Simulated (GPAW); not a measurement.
# Ba (I4/mcm) in GPAW: convergence with bands over the usual count

Aim: find how far bands over the usual count must go before the results for Ba settle, at PBE. This setting moves, with any that are tied to it; all else stays.

All numbers are computed with GPAW 26.7.0; they aren't measurements. Logs are shortened: lines on timing, memory, paths and dates and some standing lists are left out, and cuts for length are marked. The log counts tension as positive stress, the text compression.

### Step 1. Starting point

Symmetry: I4/mcm, No. 140, tetragonal system. The conventional cell has a = 8.262 Å, b = 8.262 Å, c = 7.674 Å, α = 90.00°, β = 90.00°, γ = 90.00°. Ba (site symmetry m2m) is surrounded by 7 Ba at 4.15 to 4.28 Å.

This isn't the form of Ba at room conditions, which is bcc.

### Step 2. With bands over the usual count 0.72

run.py

```python
from ase.dft.bandgap import bandgap
from ase.io import read, write
from ase.units import GPa
from gpaw import GPAW, PW

atoms = read('Ba.xyz')

calc = GPAW(mode=PW(600),
            xc='PBE',
            kpts={'size': (3, 3, 3), 'gamma': True},
            occupations={'name': 'fermi-dirac', 'width': 0.05},
            nbands=24,
            convergence={'density': 1e-05, 'energy': 1e-05},
            maxiter=100,
            txt='gpaw.txt')
atoms.calc = calc
energy = atoms.get_potential_energy()
forces = atoms.get_forces()
stress = atoms.get_stress()
calc.write('gs.gpw')
write('result.traj', atoms)
print(f'Energy: {energy:.6f} eV')
print('Forces (eV/A):')
print(forces.round(4))
print('Stress (GPa):', (stress / GPa).round(3))
print('Fermi level:', round(calc.get_fermi_level(), 4), 'eV')
print(f'Gap: {bandgap(calc)[0]:.4f} eV, direct: {bandgap(calc, direct=True)[0]:.4f} eV')
```

Ba.xyz

```xyz
4
Lattice="-4.1311947479 4.1311947479 3.8367706453 4.1311947479 -4.1311947479 3.8367706453 4.1311947479 4.1311947479 -3.8367706453" Properties=species:S:1:pos:R:3 pbc="T T T"
Ba     1.5025807201      5.6337754680      0.0000000000
Ba     2.6286140278     -1.5025807201      3.8367706453
Ba     2.6286140278      1.5025807201      0.0000000000
Ba     1.5025807201      2.6286140278      3.8367706453
```

Potentials or basis: GPAW PAW data sets (gpaw-data 1.2.1), pw.

Launch:

```sh
$ OMP_NUM_THREADS=1 python run.py
```

Run time: 45 s. Hardware: 1 thread of Arm Neoverse V1, shared host; peak memory 0.26 GiB.

What came out:

| Quantity | Value |
| --- | --- |
| Free energy | -6.9287 eV |
| Pressure | 0.1 GPa |
| Largest force | 0.117 eV/Å |
| Band gap on the k mesh | none (metal or under the smearing width) |

### Step 3. With bands over the usual count 0.8

run.py, as its differences from that of step 2:

```diff
@@ -11,3 +11,3 @@
             occupations={'name': 'fermi-dirac', 'width': 0.05},
-            nbands=24,
+            nbands=27,
             convergence={'density': 1e-05, 'energy': 1e-05},
```

Ba.xyz is that of step 2.

Potentials or basis: GPAW PAW data sets (gpaw-data 1.2.1), pw.

Launch:

```sh
$ OMP_NUM_THREADS=1 python run.py
```

Run time: 37 s. Hardware: 1 thread of Arm Neoverse V1, shared host; peak memory 0.26 GiB.

Results (log left out):

| Item | Value |
| --- | --- |
| Free energy | -6.9287 eV |
| Pressure | 0.1 GPa |
| Largest force | 0.117 eV/Å |
| Band gap on the k mesh | none (metal or under the smearing width) |

### Step 4. With bands over the usual count 0.9

run.py, as its differences from that of step 3:

```diff
@@ -11,3 +11,3 @@
             occupations={'name': 'fermi-dirac', 'width': 0.05},
-            nbands=27,
+            nbands=30,
             convergence={'density': 1e-05, 'energy': 1e-05},
```

Ba.xyz is that of step 3.

Launch:

```sh
$ OMP_NUM_THREADS=1 python run.py
```

Run time: 37 s. Hardware: 1 thread of Arm Neoverse V1, shared host; peak memory 0.26 GiB.

The run converged. Its results:

| Item | Value |
| --- | --- |
| Free energy | -6.9287 eV |
| Pressure | 0.1 GPa |
| Largest force | 0.117 eV/Å |
| Band gap on the k mesh | none (metal or under the smearing width) |

### Step 5. With bands over the usual count 1

run.py, as its differences from that of step 4:

```diff
@@ -11,3 +11,3 @@
             occupations={'name': 'fermi-dirac', 'width': 0.05},
-            nbands=30,
+            nbands=33,
             convergence={'density': 1e-05, 'energy': 1e-05},
```

Ba.xyz is that of step 4.

Launch:

```sh
$ OMP_NUM_THREADS=1 python run.py
```

Run time: 41 s. Hardware: 1 thread of Arm Neoverse V1, shared host; peak memory 0.27 GiB.

Results (log left out):

```yaml
Free_energy: -6.9287 eV
Pressure: 0.1 GPa
Largest_force: 0.117 eV/Å
Band_gap_on_the_k_mesh: none (metal or under the smearing width)
```

### Step 6. With bands over the usual count 1.3

run.py, as its differences from that of step 5:

```diff
@@ -11,3 +11,3 @@
             occupations={'name': 'fermi-dirac', 'width': 0.05},
-            nbands=33,
+            nbands=43,
             convergence={'density': 1e-05, 'energy': 1e-05},
```

Ba.xyz is that of step 5.

Potentials or basis: GPAW PAW data sets (gpaw-data 1.2.1), pw.

Launch:

```sh
$ OMP_NUM_THREADS=1 python run.py
```

It took 49 s on 1 thread of Arm Neoverse V1, shared host; peak memory 0.28 GiB.

It converged, with:

- Free energy: -6.9287 eV
- Pressure: 0.1 GPa
- Largest force: 0.117 eV/Å
- Band gap on the k mesh: none (metal or under the smearing width)

### Step 7. With bands over the usual count 1.7

run.py, as its differences from that of step 6:

```diff
@@ -11,3 +11,3 @@
             occupations={'name': 'fermi-dirac', 'width': 0.05},
-            nbands=43,
+            nbands=57,
             convergence={'density': 1e-05, 'energy': 1e-05},
```

Ba.xyz is that of step 6.

Launch:

```sh
$ OMP_NUM_THREADS=1 python run.py
```

Wall time 72 s (1 thread of Arm Neoverse V1, shared host); peak memory 0.3 GiB.

The run converged. Its results:

```
Free energy            : -6.9287 eV
Pressure               : 0.1 GPa
Largest force          : 0.117 eV/Å
Band gap on the k mesh : none (metal or under the smearing width)
```

### Step 8. With bands over the usual count 2.5

run.py, as its differences from that of step 7:

```diff
@@ -11,3 +11,3 @@
             occupations={'name': 'fermi-dirac', 'width': 0.05},
-            nbands=57,
+            nbands=83,
             convergence={'density': 1e-05, 'energy': 1e-05},
```

Ba.xyz is that of step 7.

Potentials or basis: GPAW PAW data sets (gpaw-data 1.2.1), pw.

Launch:

```sh
$ OMP_NUM_THREADS=1 python run.py
```

gpaw.txt:

```text
__  _  _
 | _ |_)|_||  |
 |__||  | ||/\| - 26.7.0

Input parameters:
  mode=PW(ecut=600.0),
  convergence={'density': 1e-05, 'energy': 1e-05},
  kpts=MonkhorstPack(size=(3, 3, 3), gamma=True),
  maxiter=100,
  nbands=83,
  occupations=Occupations(name='fermi-dirac', width=0.05),
  xc=XC(name='PBE')

Diagonalizing LCAO Hamiltonian
Converting LCAO to pw mode

          Ba

          Ba
            Ba

            Ba

Atoms  # Å, Bohr magnetons
|   | symbol |        x |         y |        z |    initial magnetic moments |
|---|--------|----------|-----------|----------|-----------------------------|
| 0 |     Ba | 1.502581 |  5.633775 | 0.000000 | ( 0.0000,  0.0000,  0.0000) |
| 1 |     Ba | 2.628614 | -1.502581 | 3.836771 | ( 0.0000,  0.0000,  0.0000) |
| 2 |     Ba | 2.628614 |  1.502581 | 0.000000 | ( 0.0000,  0.0000,  0.0000) |
| 3 |     Ba | 1.502581 |  2.628614 | 3.836771 | ( 0.0000,  0.0000,  0.0000) |

Unit cell  # Å
| periodic |         x |         y |         z |  lengths |     angles |
|----------|-----------|-----------|-----------|----------|------------|
|      yes | -4.131195 |  4.131195 |  3.836771 | 6.989589 | 107.536923 |
|      yes |  4.131195 | -4.131195 |  3.836771 | 6.989589 | 107.536923 |
|      yes |  4.131195 |  4.131195 | -3.836771 | 6.989589 | 113.413201 |

Number of symmetries: 8
Symmetry operations  # r_c * U_cc + t_c -> r_c
|   | kind |            matrix            |
|---|------|------------------------------|
| 0 |  C4  |  1, 1, 1,  0, 0,-1, -1, 0, 0 |
| 1 |  E   |  1, 0, 0,  0, 1, 0,  0, 0, 1 |
| 2 |  C2  |  0, 1, 0,  1, 0, 0, -1,-1,-1 |
| 3 |  S4  |  0, 0, 1, -1,-1,-1,  0, 1, 0 |
| 4 |  C4  |  0, 0,-1,  1, 1, 1,  0,-1, 0 |
| 5 |  σ   |  0,-1, 0, -1, 0, 0,  1, 1, 1 |
| 6 |  i   | -1, 0, 0,  0,-1, 0,  0, 0,-1 |
| 7 |  S4  | -1,-1,-1,  0, 0, 1,  1, 0, 0 |

BZ-sampling:
  Number of BZ points: 27
  Number of IBZ points: 6

  Monkhorst-Pack size: [3, 3, 3]
  Monkhorst-Pack shift: [0, 0, 0]

K-points  # in reciprocal-cell coordinates
|   |                                coordinates |     weight |
|---|--------------------------------------------|------------|
| 0 | (  0.00000000,   0.00000000,   0.00000000) | 0.03703704 |
| 1 | (  0.33333333,  -0.33333333,   0.00000000) | 0.14814815 |
| 2 | (  0.33333333,  -0.33333333,   0.33333333) | 0.14814815 |
| 3 | (  0.33333333,   0.00000000,   0.00000000) | 0.29629630 |
| 4 | (  0.33333333,   0.33333333,  -0.33333333) | 0.07407407 |
| 5 | (  0.33333333,   0.33333333,   0.33333333) | 0.29629630 |

Plane wave coefficients: 8778
Cutoff: 600.0 eV

Spin-components: 1 (collinear spins)
Bands:           83
Projectors:      24
Spin-degeneracy: 2
Datatype:        complex128

Parallelization:
  kpt:    1
  domain: 1
  band:   1

Density:
  Valence electrons: 40.0
  Components: 1
  Grid points: [40 40 40]
  Charge: 0.0  # |e|

Potential:
  Grid points: [40 40 40]

species:
  Ba:
    name:    Barium
    Z:       56.0
    valence: 10
    core:    46
    charge:  0.0  # [|e|]
    compensation charges:
      type: gauss
      rc: 0.37  # [Å]
      lmax: 2
    cutoffs:
      filter: 2.06  # [Å]
      core: 2.33  # [Å]
    projectors
    | kind |    occ | energy [eV] | rcut [Å] |
    |------|--------|-------------|----------|
    |   5s |  2.000 |     -33.644 |    1.164 |
    |   6s |  2.000 |      -3.229 |    1.164 |
    |   5p |  6.000 |     -18.744 |    1.164 |
    |    p |        |       0.000 |    1.164 |
    |    d |        |       0.000 |    1.164 |
    |    d |        |      27.211 |    1.164 |

    Using partial waves for Ba as LCAO basis

Reference energy: -885111.370044  # eV

eigensolver:
  PPCG
  Converge bands: occupied
  niter=2

density mixing:
  MSR1-Mixer
  Pratt-step length: 0.05
  Maximum mixing coefficient: 0.75
  Old densities: 10
  SVD Regularization: 0.005
  Good broyden scale: 1.0
  Trust region scale: 1.0
  Backstep threshold: 4.0
  History deletion threshold: 6.0
  Fourier metric: weight=20.0, sigma=0.015

occupation numbers:
  Fermi-Dirac:
    width: 0.0500  # eV

poisson solver:
  ecut: 4800.0  # eV

xc functional:
  name: PBE with 2 nearest neighbor stencil

convergence criteria:
- Maximum integral of absolute [dens]ity change: 1e-05 electrons / valence electron
- Maximum [total energy] change in last 3 cyles: 1e-05 eV / valence electron
- Maximum integral of absolute [eigenst]ate change: 4e-08 eV^2 / valence electron
maximum number of iterations: 100

SCF iterations
|iter     | |      energy | eigst |  dens |
|---------|-|-------------|-------|-------|
|iter:   1| |   -2.572294 | +0.98 |       |
|iter:   2| |   -6.928380 | -0.40 | -1.24 |
|iter:   3| |-7368194.630482 | +6.14 | -1.24 |
|iter:   4| |   25.915509 | +1.87 | +2.25 |
|iter:   5| |   -6.362226 | +0.06 | -0.60 |
|iter:   6| |   -6.932092 | -1.95 | -1.44 |
|iter:   7| |   -6.913537 | -3.79 | -1.94 |
|iter:   8| |   -6.909273 | -4.72 | -2.12 |
|iter:   9| |   -6.909664 | -4.40 | -2.23 |
|iter:  10| |   -6.909359c| -6.00 | -2.49 |
|iter:  11| |   -6.909173 | -6.33 | -2.67 |
|iter:  12| |   -6.909144c| -6.70 | -3.03 |
|iter:  13| |   -6.909148c| -7.18 | -3.36 |
|iter:  14| |   -6.909149c| -7.98c| -3.94 |
|iter:  15| |   -6.909147c| -7.89c| -4.43 |
|iter:  16| |   -6.909147c| -8.77c| -5.13c|

Converged in 16 steps
Energy contributions relative to reference atoms: (reference = -885111.370044)

Energy contributions:
  Kinetic:           1.266645
  Coulomb:           6.697950
  Zero:             -0.159604
  External:          0.000000
  Xc:              -14.694555
  Entropy:          -0.039166
  Spinorbit:         0.000000
  ----------------------------
  Free energy:      -6.928730
  Extrapolated:     -6.909147

dipole moment: (0.000000, 0.000000, 0.000000)  # |e|*Ang

Fermi level: 4.723
Eigenvalues  # (at kpt = [0.000, 0.000, 0.000])
| band index |      eig [eV] | occ [0-2] |
|------------|---------------|-----------|
|          0 |       -24.249 |     2.000 |
|        ... |               |           |
|         12 |        -9.250 |     2.000 |
|         13 |        -9.212 |     2.000 |
|         14 |        -9.212 |     2.000 |
|         15 |        -9.204 |     2.000 |
|         16 |         2.073 |     2.000 |
|         17 |         4.277 |     2.000 |
[... 8 lines left out ...]
|         26 |         6.233 |     0.000 |
|         27 |         6.330 |     0.000 |
|        ... |               |           |
|         82 |        22.514 |     0.000 |

No gap
No difference between direct/indirect transitions

Forces  # eV/Ang
|        x |        y |        z |
|----------|----------|----------|
| -0.08300 | -0.08287 | -0.00000 |  # Ba   0
|  0.08300 |  0.08287 |  0.00000 |  # Ba   1
|  0.08287 | -0.08300 |  0.00000 |  # Ba   2
| -0.08287 |  0.08300 | -0.00000 |  # Ba   3

Stress tensor  # eV/Ang^3
|         x |         y |         z |
|-----------|-----------|-----------|
| -0.000937 |  0.000000 | -0.000000 |
|  0.000000 | -0.000937 |  0.000000 |
| -0.000000 |  0.000000 | -0.000024 |

# Writing to gs.gpw (mode='')
```

It took 2.4 min on 1 thread of Arm Neoverse V1, shared host; peak memory 0.33 GiB.

Results:

```yaml
Free_energy: -6.9287 eV
Pressure: 0.1 GPa
Largest_force: 0.117 eV/Å
Band_gap_on_the_k_mesh: none (metal or under the smearing width)
```

### Step 9. The series at a glance

| bands over the usual count | energy less the tightest run, at zero smearing (meV/atom) | SCF cycles | CPU time (s) | peak memory (GiB) |
| --- | --- | --- | --- | --- |
| 0.72 | 0.00 | 18 | 45 | 0.26 |
| 0.8 | 0.00 | 12 | 37 | 0.26 |
| 0.9 | 0.00 | 11 | 37 | 0.26 |
| 1 | 0.00 | 12 | 41 | 0.27 |
| 1.3 | 0.00 | 11 | 49 | 0.28 |
| 1.7 | 0.00 | 12 | 72 | 0.3 |
| 2.5 | 0.00 | 16 | 140 | 0.33 |

Against the tightest run, the energy stays within 1 meV/atom from 0.72 on. The tightest run that finished is the yardstick and may itself not be fully converged.

Caveats: all runs use coarse meshes.
